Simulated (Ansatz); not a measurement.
Runs of Ansatz 0.2.0 on Se. Symmetry: P3_121, No. 152, trigonal system. The conventional cell has a = 4.366 Å, b = 4.366 Å, c = 4.954 Å, α = 90.00°, β = 90.00°, γ = 120.00°. Se (site symmetry 2) has 2 Se at 2.37 Å as nearest neighbours. 

```tsv
task	level	potentials or basis	spin	cell	k mesh	cutoff (eV)	smearing	points for each segment of the path	other keys	gap on the mesh (eV)	pressure (GPa)	largest force (eV/Å)
band structure	BPBE	PseudoDojo standard (PBE files)	SOC, no magnetisation	cell strained at random at fixed volume	6 × 5 × 4	1170	fermi-dirac 0.025 eV	14	scf.algorithm = direct_min; scf.n_extra_bands = 4	1.06	2.7	0.55
electrostatic potential	exchange-only PBE	Ansatz PAW	SOC, no magnetisation	as given	7 × 7 × 6	420	fermi-dirac 0.1 eV	-	scf.eigensolver.kind = davidson; basis.precision = f64	1.21	11.3	1.06
electron localisation function	r2SCAN0	Ansatz PAW	off	as given	5 × 5 × 4	500	methfessel-paxton 0.1 eV	-	-	(a)	-0.1	0.37
projected density of states	B3LYP5	Ansatz PAW	off	as given	5 × 5 × 4	420	methfessel-paxton 0.15 eV	-	-	(b)	4.0	0.15
density of states	rPW86-PBE+D4	JTH PAW	off	cell strained at random at fixed volume	6 × 6 × 4	270	fixed	-	-	0.92	3.0	1.03
ladder of functionals	RPBE	PseudoDojo standard (PBE files)	non-collinear, random start, SOC	cell strained at random at fixed volume	6 × 6 × 4	1170	tetrahedron	-	hamiltonian.xc = rpbe; accuracy = medium	0.97	5.1	0.73
```

Question: Estimate the missing entries.

Answer: (a) 2.82; (b) 2.41.

Caveats: the potentials were made for another functional, which shifts forces and pressure (some runs); odd divisions of the mesh miss points on the zone boundary, where band edges often lie, so the gap on the mesh can be too wide (some runs); the PAW data sets come from PBE, with cores solved anew for the run's functional, which leaves a small shift of forces and pressure (some runs); the thresholds are loose for stress (some runs); forces of over 1 eV/Å show positions far from the minimum, so gaps and moduli don't describe the material at rest (some runs); with tetrahedron occupations forces and stress needn't match the slope of the energy (some runs); the starting moments weren't kept (some runs).

A k mesh can miss the band edges, and rows without SOC leave out spin-orbit coupling on Se.

The runs don't all hold the same shells in valence.

Runs at the PBE level aren't shown here.
